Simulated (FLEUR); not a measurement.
# Au (Im-3m) in FLEUR: a series of runs

Runs on Au. Level: PBEsol. Tasks: equation of state.

Program: FLEUR MaX-R8.1 (later development tree). These are calculated values, not measurements. Logs are shortened: lines on timing, memory, paths and dates and some standing lists are left out, and cuts for length are marked.

## 1. The structure

The structure is cubic, space group Im-3m (No. 229). Conventional cell: a = 3.315 Å, b = 3.315 Å, c = 3.315 Å, α = 90.00°, β = 90.00°, γ = 90.00°. Au (site symmetry m-3m) has 8 Au at 2.87 Å as nearest neighbours.

This isn't the form of Au at room conditions, which is fcc.

## 2. Equation of state, PBEsol, 17.11 Å³/atom (volume scaled by 0.94)

The input, inp.xml:

```xml
<?xml version="1.0" encoding="UTF-8" standalone="no"?>
<fleurInput fleurInputVersion="0.39">
   <comment>
      Au                                                                                                  
   </comment>
   <calculationSetup>
      <cutoffs Kmax="4.1" Gmax="12.7" GmaxXC="12.7" numbands="0"/>
      <scfLoop itmax="60" minDistance="0.00001" maxIterBroyd="15" imix="Anderson" alpha="0.05" precondParam="0.0" spinf="2.0" sdNocoIR="T"/>
      <coreElectrons ctail="T" frcor="F" kcrel="0" coretail_lmax="0"/>
      <xcFunctional name="PBEs" relativisticCorrections="F"/>
      <magnetism jspins="1"/>
      <soc l_soc="F" theta="0.0" phi="0.0" spav="F"/>
      <expertModes spex="0" secvar="F"/>
      <geometryOptimization l_f="F" forcealpha="1.0" forcemix="BFGS" epsdisp="0.0005" epsforce="0.0002"/>
      <ldaU l_linMix="F" mixParam="0.05" spinf="1.0"/>
   </calculationSetup>
   <cell>
      <bzIntegration valenceElectrons="19.0" mode="hist" fermiSmearingEnergy="0.00183747">
         <kPointListSelection listName="default-1"/>
         <!-- k-points included here -->
         <xi:include xmlns:xi="http://www.w3.org/2001/XInclude" href="kpts.xml"> </xi:include>
      </bzIntegration>
      <!-- symmetry operations included here -->
      <xi:include xmlns:xi="http://www.w3.org/2001/XInclude" href="sym.xml"> </xi:include>
      <bulkLattice scale="0.9795861087">
         <bravaisMatrix>
            <row-1>   -3.1317845247897176     3.1317845247897176     3.1317845247897176</row-1>
            <row-2>    3.1317845247897176    -3.1317845247897176     3.1317845247897176</row-2>
            <row-3>    3.1317845247897176     3.1317845247897176    -3.1317845247897176</row-3>
         </bravaisMatrix>
      </bulkLattice>
   </cell>
   <atomSpecies>
      <species name="Gold (Au)" element="Au" atomicNumber="79">
         <mtSphere radius="2.46" gridPoints="829" logIncrement="0.016"/>
         <atomicCutoffs lmax="10" lnonsphr="10"/>
         <electronConfig flipSpins="F">
            <coreConfig>(1s1/2) (2s1/2) (2p1/2) (2p3/2) (3s1/2) (3p1/2) (3p3/2) (4s1/2) (3d3/2) (3d5/2) (4p1/2) (4p3/2) (4d3/2) (4d5/2) (4f5/2) (4f7/2)</coreConfig>
            <valenceConfig>(5s1/2) (5p1/2) (5p3/2) (6s1/2) (5d3/2) (5d5/2)</valenceConfig>
            <stateOccupation state="(6s1/2)" spinUp="0.500000" spinDown="0.500000"/>
         </electronConfig>
         <energyParameters s="6" p="6" d="5" f="5"/>
         <lo type="SCLO" l="0" n="5" eDeriv="0"/>
         <lo type="SCLO" l="1" n="5" eDeriv="0"/>
         <lo type="SCLO" l="1" n="5" eDeriv="1"/>
         <lo type="SCLO" l="2" n="5" eDeriv="2"/>
         <lo type="SCLO" l="3" n="5" eDeriv="2"/>
      </species>
   </atomSpecies>
   <atomGroups>
      <atomGroup species="Gold (Au)">
         <relPos label="                   1">.0000000000 .0000000000 .0000000000</relPos>
         <force calculate="T" relaxXYZ="TTT"/>
      </atomGroup>
   </atomGroups>
   <output dos="F" band="F" slice="F">
      <checks vchk="F" cdinf="F"/>
      <bandDOS minEnergy="-.5*Htr" maxEnergy="0.5*Htr" sigma="0.015" storeEVData="T"/>
      <vacuumDOS vacdos="F" integ="F" star="F" nstars="0" locx1="0.0" locy1="0.0" locx2="0.0" locy2="0.0" nstm="0" tworkf="0.0"/>
      <unfoldingBand unfoldBand="F" supercellX="1" supercellY="1" supercellZ="1"/>
      <plotting iplot="0" polar="F">
         <plot TwoD="T" vec1="  1.0  0.0  0.0" vec2="  0.0  1.0  0.0" vec3="  0.0  0.0  1.0" zero="  0.0  0.0  0.0" file="plot"/>
      </plotting>
      <chargeDensitySlicing numkpt="0" minEigenval="0.0" maxEigenval="0.0" nnne="0" pallst="F"/>
      <specialOutput eonly="F"/>
      <moessbauerParams electricFieldGradient="T" isomerShift="T" coreHyperfine="T" valenceHyperfine="T"/>
      <magneticCircularDichroism mcd="F" energyLo="-10.0" energyUp="0.0"/>
   </output>
  <!-- We include the file relax.xml here to enable relaxations (see documentation) -->
  <xi:include xmlns:xi="http://www.w3.org/2001/XInclude" href="relax.xml"> <xi:fallback/> </xi:include>
</fleurInput>
```

Potentials or basis: all-electron, FLAPW.

Command:

```sh
$ inpgen -f crystal.txt -profile fastHighL
$ # inp.xml edited to the form shown
$ fleur_MPI
```

The program printed:

```text
Welcome to FLEUR        (www.flapw.de)
      MaX-Release 8.1          (www.max-centre.eu)

 ========== k-point set info ==========
 Selected k-point list: default-1
 k-point list type: mesh
 11 x 11 x 11
 Number of k points: 56

 ------------Calculation Setup---------------------------
 Number of MPI-tasks      :            1
 Number of PE/node        :            1
 Number of OMP-threads    :            1
 Most efficient MPI parallelization for:
           1           2           4           7           8          14          28          56
 Additional eigenvalue parallelization possible
 Number of basis functions:          177
 Approximate size of matrices (H+S) per k-point:         0.000 GB
 --------------------------------------------------------
 Iteration:     1   Distance:      16.29237961 me/bohr^3
 Iteration:     2   Distance:      14.58390766 me/bohr^3
 Iteration:     3   Distance:       6.52048730 me/bohr^3
 Iteration:     4   Distance:       2.16361566 me/bohr^3
 Iteration:     5   Distance:       1.90133641 me/bohr^3
 Iteration:     6   Distance:       0.15313438 me/bohr^3
 Iteration:     7   Distance:       0.05262166 me/bohr^3
 Iteration:     8   Distance:       0.01681880 me/bohr^3
 Iteration:     9   Distance:       0.00262198 me/bohr^3
 Iteration:    10   Distance:       0.00244250 me/bohr^3
 Iteration:    11   Distance:       0.00004857 me/bohr^3
 Iteration:    12   Distance:       0.00011240 me/bohr^3
 Iteration:    13   Distance:       0.00000167 me/bohr^3

 ********************************************************************
 Run finished successfully
 Stop message:
   all done
 ********************************************************************
```

out.xml (last iteration):

```text
<iteration numberForCurrentRun="   13" overallNumber="   13">
         <energyParameters units="Htr">
            <atomicEP atomType="1" spin="1" branch="6s" branchLowest="-3.42" branchHighest="1.60" value="0.2679949307"/>
            <atomicEP atomType="1" spin="1" branch="6p" branchLowest="-1.61" branchHighest="2.56" value="0.4439271542"/>
            <atomicEP atomType="1" spin="1" branch="5d" branchLowest="-11.39" branchHighest="0.53" value="0.3117093359"/>
            <atomicEP atomType="1" spin="1" branch="5f" branchLowest="-2.43" branchHighest="2.64" value="0.7394685996"/>
            <loAtomicEP atomType="1" spin="1" branch="5s" branchLowest="-26.21" branchHighest="-3.42" value="-3.4279616064"/>
            <loAtomicEP atomType="1" spin="1" branch="5p" branchLowest="-19.46" branchHighest="-1.61" value="-1.6849509759"/>
            <loAtomicEP atomType="1" spin="1" branch="5p" branchLowest="-19.46" branchHighest="-1.61" value="-1.6849509759"/>
            <loAtomicEP atomType="1" spin="1" branch="5d" branchLowest="-11.39" branchHighest="0.53" value="0.2941702723"/>
            <loAtomicEP atomType="1" spin="1" branch="5f" branchLowest="-2.43" branchHighest="2.64" value="0.7394609917"/>
         </energyParameters>
         <eigenvalues>
            <eigenvaluesAt spin="1" ikpt="1" k_x="0.00000000" k_y="0.00000000" k_z="0.00000000">
                      -3.4284210637       -1.6354715946       -1.6354715946       -1.6354715946        0.0865596992
                       0.2722200731        0.2722200731        0.2722200731        0.3437191826        0.3437191826
                       1.0522102198        1.0522102198        1.0522102198        1.3402518805        1.3402518805
            </eigenvaluesAt>
            <eigenvaluesAt spin="1" ikpt="2" k_x="0.00000000" k_y="0.00000000" k_z="0.09090909">
                      -3.4283830770       -1.6361323838       -1.6357124154       -1.6354633718        0.0976852862
                       0.2686626906        0.2724614697        0.2801459020        0.3396092571        0.3439974610
                       1.0495520431        1.0540720344        1.0664540283        1.2493990131        1.2512997279
            </eigenvaluesAt>
            <eigenvaluesAt spin="1" ikpt="3" k_x="0.00000000" k_y="0.00000000" k_z="0.18181818">
                      -3.4282811921       -1.6379010230       -1.6363559080       -1.6354429376        0.1283502355
                       0.2594627850        0.2729806844        0.3027690301        0.3329412176        0.3449909447
                       0.9916367452        1.0351693631        1.1060603084        1.1841142970        1.2113079950
            </eigenvaluesAt>
            <eigenvaluesAt spin="1" ikpt="4" k_x="0.00000000" k_y="0.00000000" k_z="0.27272727">
                      -3.4281474915       -1.6402027730       -1.6371983794       -1.6354160083        0.1655570059
                       0.2480925977        0.2827264308        0.3324944885        0.3361750883        0.3469194832
                       0.8596572334        0.9822932863        1.1079867167        1.1618288679        1.1954123276
            </eigenvaluesAt>
         </eigenvalues>
         <bandgap value="0.0725707338" units="eV"/>
         <sumValenceSingleParticleEnergies value="-13.4520656893" units="Htr"/>
         <FermiEnergy value="0.4441922145" units="Htr"/>
         <valenceDensity>
            <mtCharges spin="1">
               <mtCharge atomType="1" total="17.3103383" s="2.4760028" p="6.2699584" d="8.5246468" f="0.0309734"/>
            </mtCharges>
            <spinDependentCharge spin="1" total="19.0000000" interstitial="1.6896617" mtSpheres="17.3103383"/>
            <totalCharge value="19.0000000000"/>
         </valenceDensity>
         <coreStates atomType="     1" atomicNumber=" 79" spin="1" kinEnergy="  21646.3273384562" eigValSum=" -11687.5760929519" lostElectrons=" 0.000204">
            <state n="1" l="0" j="0.5" energy="-2962.5220467277" weight="1.0000000000"/>
            <state n="2" l="0" j="0.5" energy="-521.8540907777" weight="1.0000000000"/>
            <state n="2" l="1" j="0.5" energy="-500.3760690597" weight="1.0000000000"/>
            <state n="2" l="1" j="1.5" energy="-432.9430408676" weight="2.0000000000"/>
            <state n="3" l="0" j="0.5" energy="-122.7401025238" weight="1.0000000000"/>
            <state n="3" l="1" j="0.5" energy="-113.0939650456" weight="1.0000000000"/>
[... 8 lines left out ...]
            <state n="4" l="3" j="2.5" energy="-2.5149263036" weight="3.0000000000"/>
            <state n="4" l="3" j="3.5" energy="-2.3747200213" weight="4.0000000000"/>
         </coreStates>
         <allElectronCharges>
            <spinDependentCharge spin="1" total="79.0000000" interstitial="1.6898627" mtSpheres="77.3101373"/>
            <totalCharge value="78.9999999949"/>
         </allElectronCharges>
         <moessbauerParams unitsHFF="kG" unitsIS="e/bohr^3" unitsEFG="Htr/bohr^2">
            <coreIsomerShift atomType="1" isTotal="2311964.62094">
               <shell n="1" l="0" isomerShift="1915022.68121"/>
               <shell n="2" l="0" isomerShift="287150.72272"/>
               <shell n="2" l="1" isomerShift="20686.15142"/>
               <shell n="3" l="0" isomerShift="65729.14906"/>
               <shell n="3" l="1" isomerShift="5308.96864"/>
               <shell n="4" l="0" isomerShift="16736.19020"/>
               <shell n="3" l="2" isomerShift="0.00218"/>
               <shell n="4" l="1" isomerShift="1330.75494"/>
               <shell n="4" l="2" isomerShift="0.00058"/>
               <shell n="4" l="3" isomerShift="0.00000"/>
            </coreIsomerShift>
            <isomerShift atomType="1" nucleusRadius="0.0001374" averageDensity="2315467.70502"/>
            <electricFieldGradient atomType="1" VXX="0.00000" VYY="0.00000" VZZ="0.00000" asymParam="0.00000">
            </electricFieldGradient>
         </moessbauerParams>
         <totalEnergy                                    value="   -19042.6691585135" units="Htr">
            <sumOfEigenvalues                            value="   -11701.0281586412">
               <coreElectrons value="-11687.5760929519"/>
               <valenceElectrons value="-13.4520656893"/>
            </sumOfEigenvalues>
            <densityCoulombPotentialIntegral value="-33107.4382920185"/>
            <densityEffectivePotentialIntegral value="-33581.9868896986"/>
            <chargeDenXCDenIntegral value="-360.2390041049"/>
            <FockExchangeEnergyValence value="0.0000000000"/>
            <FockExchangeEnergyCore value="0.0000000000"/>
            <atomTypeDependentContributions atomType="1">
               <electronNucleiInteractionDifferentMTs value="23965.3542662344"/>
               <MadelungTerm value="-44.3154732224"/>
            </atomTypeDependentContributions>
            <tkbTimesEntropy value="0.0001982715"/>
            <freeEnergy value="-19042.6693567850"/>
            <extrapolationTo0K value="-19042.6692576493"/>
         </totalEnergy>
         <densityConvergence units="me/bohr^3">
            <chargeDensity spin="1" distance="0.0000016702"/>
         </densityConvergence>
      </iteration>
```

Wall time 13 s (1 thread of Intel Xeon Platinum 8375C at 2.90GHz (Ice Lake), shared host); peak memory 0.07 GiB.

What came out:

```yaml
Free_energy: -518177.4310 eV
Band_gap_on_the_k_mesh: none (metal or under the smearing width)
Valence_electrons_inside_the_program's_atomic_spheres: Au 17.31 (radii Au 2.46 bohr)
```

## 3. Equation of state, PBEsol, 17.48 Å³/atom (volume scaled by 0.96)

Changes to inp.xml since step 2:

```diff
@@ -24,3 +24,3 @@
       <xi:include xmlns:xi="http://www.w3.org/2001/XInclude" href="sym.xml"> </xi:include>
-      <bulkLattice scale="0.9795861087">
+      <bulkLattice scale="0.9864848297">
          <bravaisMatrix>
```

Potentials or basis: all-electron, FLAPW.

Command:

```sh
$ inpgen -f crystal.txt -profile fastHighL
$ # inp.xml edited to the form shown
$ fleur_MPI
```

Run time: 16 s. Hardware: 1 thread of Intel Xeon Platinum 8375C at 2.90GHz (Ice Lake), shared host; peak memory 0.07 GiB.

The run converged. Its results:

- Free energy: -518177.4268 eV
- Band gap on the k mesh: none (metal or under the smearing width)
- Valence electrons inside the program's atomic spheres: Au 17.29 (radii Au 2.46 bohr)

## 4. Equation of state, PBEsol, 17.84 Å³/atom (volume scaled by 0.98)

Changes to inp.xml since step 3:

```diff
@@ -24,3 +24,3 @@
       <xi:include xmlns:xi="http://www.w3.org/2001/XInclude" href="sym.xml"> </xi:include>
-      <bulkLattice scale="0.9864848297">
+      <bulkLattice scale="0.9932883884">
          <bravaisMatrix>
```

Command:

```sh
$ inpgen -f crystal.txt -profile fastHighL
$ # inp.xml edited to the form shown
$ fleur_MPI
```

Run time: 17 s. Hardware: 1 thread of Intel Xeon Platinum 8375C at 2.90GHz (Ice Lake), shared host; peak memory 0.07 GiB.

The run converged. Its results:

```
Free energy                                           : -518177.4154 eV
Band gap on the k mesh                                : none (metal or under the smearing width)
Valence electrons inside the program's atomic spheres : Au 17.27 (radii Au 2.46 bohr)
```

## 5. Equation of state, PBEsol, 18.21 Å³/atom

Changes to inp.xml since step 4:

```diff
@@ -24,3 +24,3 @@
       <xi:include xmlns:xi="http://www.w3.org/2001/XInclude" href="sym.xml"> </xi:include>
-      <bulkLattice scale="0.9932883884">
+      <bulkLattice scale="1.0000000000">
          <bravaisMatrix>
```

Command:

```sh
$ inpgen -f crystal.txt -profile fastHighL
$ # inp.xml edited to the form shown
$ fleur_MPI
```

Run time: 17 s. Hardware: 1 thread of Intel Xeon Platinum 8375C at 2.90GHz (Ice Lake), shared host; peak memory 0.07 GiB.

The run converged. Its results:

```yaml
Free_energy: -518177.3980 eV
Band_gap_on_the_k_mesh: none (metal or under the smearing width)
Valence_electrons_inside_the_program's_atomic_spheres: Au 17.25 (radii Au 2.46 bohr)
```

## 6. Equation of state, PBEsol, 18.57 Å³/atom (volume scaled by 1.02)

Changes to inp.xml since step 5:

```diff
@@ -24,3 +24,3 @@
       <xi:include xmlns:xi="http://www.w3.org/2001/XInclude" href="sym.xml"> </xi:include>
-      <bulkLattice scale="1.0000000000">
+      <bulkLattice scale="1.0066227096">
          <bravaisMatrix>
```

Potentials or basis: all-electron, FLAPW.

Command:

```sh
$ inpgen -f crystal.txt -profile fastHighL
$ # inp.xml edited to the form shown
$ fleur_MPI
```

It took 14 s on 1 thread of Intel Xeon Platinum 8375C at 2.90GHz (Ice Lake), shared host; peak memory 0.07 GiB.

It converged, with:

* Free energy: -518177.3754 eV
* Band gap on the k mesh: none (metal or under the smearing width)
* Valence electrons inside the program's atomic spheres: Au 17.23 (radii Au 2.46 bohr)

## 7. Equation of state, PBEsol, 18.94 Å³/atom (volume scaled by 1.04)

Changes to inp.xml since step 6:

```diff
@@ -24,3 +24,3 @@
       <xi:include xmlns:xi="http://www.w3.org/2001/XInclude" href="sym.xml"> </xi:include>
-      <bulkLattice scale="1.0066227096">
+      <bulkLattice scale="1.0131594038">
          <bravaisMatrix>
```

Command:

```sh
$ inpgen -f crystal.txt -profile fastHighL
$ # inp.xml edited to the form shown
$ fleur_MPI
```

Run time: 16 s. Hardware: 1 thread of Intel Xeon Platinum 8375C at 2.90GHz (Ice Lake), shared host; peak memory 0.07 GiB.

Results (log left out):

* Free energy: -518177.3484 eV
* Band gap on the k mesh: none (metal or under the smearing width)
* Valence electrons inside the program's atomic spheres: Au 17.21 (radii Au 2.46 bohr)

## 8. Equation of state, PBEsol, 19.30 Å³/atom (volume scaled by 1.06)

Changes to inp.xml since step 7:

```diff
@@ -24,3 +24,3 @@
       <xi:include xmlns:xi="http://www.w3.org/2001/XInclude" href="sym.xml"> </xi:include>
-      <bulkLattice scale="1.0131594038">
+      <bulkLattice scale="1.0196128224">
          <bravaisMatrix>
```

Command:

```sh
$ inpgen -f crystal.txt -profile fastHighL
$ # inp.xml edited to the form shown
$ fleur_MPI
```

Wall time 21 s (1 thread of Intel Xeon Platinum 8375C at 2.90GHz (Ice Lake), shared host); peak memory 0.07 GiB.

The run converged. Its results:

| Quantity | Value |
| --- | --- |
| Free energy | -518177.3174 eV |
| Band gap on the k mesh | none (metal or under the smearing width) |
| Valence electrons inside the program's atomic spheres | Au 17.20 (radii Au 2.46 bohr) |

## 9. Equation of state, PBEsol

Potentials or basis: all-electron, FLAPW.

No new run: the results of the series are fitted here.

Results:

* Equilibrium volume: 17.10 Å³/atom (rough: see the caveat)
* Bulk modulus: 169 GPa (rough)

Energy against volume, from the lowest point:
```csv
volume (Å³/atom),energy (meV/atom)
17.115,0.00
17.479,4.22
17.843,15.59
18.207,33.05
18.571,55.63
18.935,82.59
19.299,113.66
```

Caveat: the minimum lies outside the volumes run.
